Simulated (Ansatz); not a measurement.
CuCl2:

```
Cu Cl
1.0
    -2.25486    2.25486    6.85990
     2.25486   -2.25486    6.85990
     2.25486    2.25486   -6.85990
Cu Cl
1 2
Cartesian
  0.0000 0.0000 0.0000
  2.2549 0.0000 0.0000
  0.0000 2.2549 0.0000
```

Measurements of this composition are mostly on another form, of space group No. 12.

A run of Ansatz 0.2.0 on this cell left the log below. Logs are shortened: lines on timing, memory, paths and dates and some standing lists are left out, and cuts for length are marked.

```text
Warning: RAYON_NUM_THREADS=2 ignored (pool sized by the plan → 2); use --threads N
basis.fft_grid_basis auto: the FFT boxes are laid along the combinations [[1, 0, 1], [0, 1, 1], [0, 0, 1]] of the cell's own vectors, 4.510, 4.510 and 7.565 Å long. The dense box has 36×36×60 points. Along the cell's own vectors, as sized, it would have 60×60×60, 2.78 times as many. Of the 16 symmetry operations that the crystal satisfies within crystal.symmetry.tolerance (time reversal apart; of a slab, those that keep its plane) the dense box along the cell's own vectors carries 16, and the one as laid loses 12 of those. basis.fft_grid_basis: typed keeps the cell's own vectors: state it where this run's energies or levels are differenced outside the engine with another run's, or held beside a run that keeps those vectors.
Engine: ansatz 0.2.0, aarch64-unknown-linux-gnu
Pseudopotentials: kind: paw
Pseudopotential: Cu, paw, valence charge 19, recommended cutoff 500 eV (meta_gga), Cu.paw.azcp
Pseudopotential: Cl, paw, valence charge 7, recommended cutoff 500 eV (meta_gga), Cl.paw.azcp
Functional definition: r2SCAN
  parameter k0 = 0.174
  parameter k1 = 0.065
  parameter a1 = 4.9479
  exchange = r2scan_x(k0 = k0, k1 = k1, a1 = a1)
  correlation = r2scan_c
Crystal: 3 atoms, lattice volume = 139.514 Å³
Basis set: ecut = 500 eV, 3509 PW (Γ), FFT grids on a1+a3, a2+a3, a3, exchange–correlation on 144×144×240 points (64 copies of the dense FFT grid, shifted against one another)
Bands: 21, of which v1, the nominal top of the filled ones, is band 17 counted from 1 (16 counted from 0)
Symmetry: 16 space group operations
Space group: I4/mmm (ITA 139), of the structure as read, at distance tolerance 5.2e-5 Å
k-points: 59 of 512
Non-local potential: Cu, projectors of the file, l = 0: 3, l = 1: 2, l = 2: 3, l = 3: 1
Non-local potential: Cl, projectors of the file, l = 0: 2, l = 1: 2, l = 2: 2
PAW form: soft (Blöchl's): semilocal exchange-correlation on the pseudo side does not see the compensation charge
PAW frozen core: Cu, regenerated for the run's functional (the file was generated under x = pbe(κ = 0.804, μ = 0.2195149727645171), c = pbe(β = 0.06672455060314922))
PAW frozen core: Cl, regenerated for the run's functional (the file was generated under x = pbe(κ = 0.804, μ = 0.2195149727645171), c = pbe(β = 0.06672455060314922))
PAW one-centre angular grid: Cu, 590 points (default); XC on 160 Gauss nodes
PAW one-centre angular grid: Cl, 302 points (default); XC on 160 Gauss nodes
Initial density: superposition of atomic densities (neutral atoms: chi_scale 0, normalization atom), corrected by the library's trained network
[... 266 lines left out ...]
  E_local      = -7087.957399  (includes V_loc(G=0)·N_el)
  E_nonlocal   = 458.411071
  E_hartree    = 3083.857933
  E_xc         = -288.650455
  E_vxc        = -388.772875  (∫ρ·V_xc dr)
  E_paw        = -3015.490369  (= ΣΔE_a)
  E_vpaw       = -489.491414  (= ΣTr[D̂ρ^β])
  E_aug_tail   = 0.000220  (compensation charges beyond the density's cutoff)
  E_vtau       = 22.535396  (kinetic-family band-sum trace: ∫τ·v_τ [+ j·A + Jᵃ·Aᵃ] dr)
  E_ewald      = -2567.197012
  E_core_change = -0.573922  (= ΣΔE_core)
  E_smearing   = -0.019442  (= −TS)
  E_closure    = -0.000000  (closes the sum)
  Σ components = -8799.679087   (vs F -8799.679087, Δ=0.00e0)
--- Forces (eV/Å), atoms counted from 1 ---
  atom   1  Cu     0.00000000     0.00000000     0.00000000
  atom   2  Cl     0.00000000     0.00000000     0.00000000
  atom   3  Cl     0.00000000     0.00000000    -0.00000000
  max |Σ_I F_I| component: 3.71e-29 eV/Å
--- Stress (GPa, compression-positive) ---
       -0.013690      -0.000000       0.000000
       -0.000000      -0.013690      -0.000000
        0.000000       0.000000      -0.047676
  P = ⅓ Tr σ = -0.0250 GPa (-0.250 kbar)
--- Band table (eV; the first three rows and the last of 59) ---
  k-point 0: bands = ["-113.5739", "-69.5976", "-69.5976", "-69.0395", "-13.5059", "-12.2016", "-2.0194", "-2.0194", "-0.3123", "0.1163", "0.1937", "0.1937", "0.2889", "0.3971", "0.4234", "1.1192", "1.1192", "5.5777", "9.0693", "11.4173", "11.4976"]
  k-point 1: bands = ["-113.5739", "-69.5976", "-69.5976", "-69.0395", "-13.4069", "-12.2677", "-2.3666", "-2.0949", "-0.5779", "-0.2072", "-0.1616", "0.4721", "0.4863", "0.5854", "0.7382", "0.8832", "1.4901", "6.2603", "9.3896", "9.7780", "11.8847"]
  k-point 2: bands = ["-113.5739", "-69.5977", "-69.5977", "-69.0395", "-13.1504", "-12.4205", "-3.1536", "-2.2885", "-1.3416", "-0.6533", "-0.3617", "0.6119", "0.7792", "1.0448", "1.0834", "1.0855", "2.3492", "7.6853", "8.4693", "10.2953", "12.9315"]
  k-point 58: bands = ["-113.5739", "-69.5976", "-69.5976", "-69.0395", "-13.3758", "-12.2939", "-2.1608", "-2.1608", "-1.2544", "-0.3042", "0.2267", "0.2267", "0.2804", "0.5155", "1.1757", "1.1757", "1.2214", "5.7331", "10.1995", "11.2710", "13.1384"]
--- Relaxed structure (17 steps of the walk, 16 accepted, 1 SCFs on fresh bases) ---
  F+E_penalty+E_count = -8799.67908748 eV   max|allowed force component| = 2.235e-29 eV/Å   (the final SCF, on the basis selected at the relaxed cell)
  cell:  # Å, volume = 77.0356 Å³
    - [-2.2475002501871724, 2.2475002501871724, 3.8126943089355585]
    - [2.2475002501871724, -2.2475002501871724, 3.8126943089355585]
    - [2.2475002501871724, 2.2475002501871724, -3.8126943089355585]
  atoms:
    - { symbol: Cu, position: [7.708419117957131e-38, 1.80451403670208e-36, 1.8815982280200616e-36] }
    - { symbol: Cl, position: [6.85587961575318e-36, 0.5, 0.5] }
    - { symbol: Cl, position: [0.5, -6.471135937938639e-37, 0.5] }
```

Task: What input gives this log?

Result: Relaxation of cell and atoms with r2SCAN, no spin polarisation. The files as run (others can give the same):

input.yaml
```yaml
crystal:
  lattice:
    - [-2.254859, 2.254859, 6.859903]
    - [2.254859, -2.254859, 6.859903]
    - [2.254859, 2.254859, -6.859903]
  atoms:
    - { symbol: Cu, position: [0.0, 0.0, 0.0] }
    - { symbol: Cl, position: [0.0, 0.5, 0.5] }
    - { symbol: Cl, position: [0.5, 0.0, 0.5] }
hamiltonian:
  xc: r2scan
  pseudopotentials: { kind: paw }
kpoints:
  mp_grid: { grid: [8, 8, 8] }
scf:
  occupations: { method: fermi_dirac, width: 0.05 }
output:
  forces: true
  stress: true
  eigenvalues: true
relax:
  f_tol: 0.01
  max_steps: 40
  cell: { stress_tol: 0.05 }
```

Potentials or basis: Ansatz PAW.
The run is started by
```bash
$ ansatz run input.yaml --threads 2 --pin off --max-ram 5632MiB --backend cpu --events-out ev --progress --plain --runs-dir out
```

Caveat: the volume moved by over 15 % at a fixed basis, so the end points are rough; the plane-wave basis is chosen anew once the cell has moved, so the energies of steps on either side of that aren't comparable; an odd number of electrons without spin polarisation forces a metal; a magnetic or distorted state may lie lower; the run has no spin polarisation, though such a crystal can be magnetic; semilocal functionals often make such compounds metallic where correlation or magnetic order opens a gap, which also shifts bond lengths; the PAW data sets come from PBE, with cores solved anew for the run's functional, which leaves a small shift of forces and pressure.
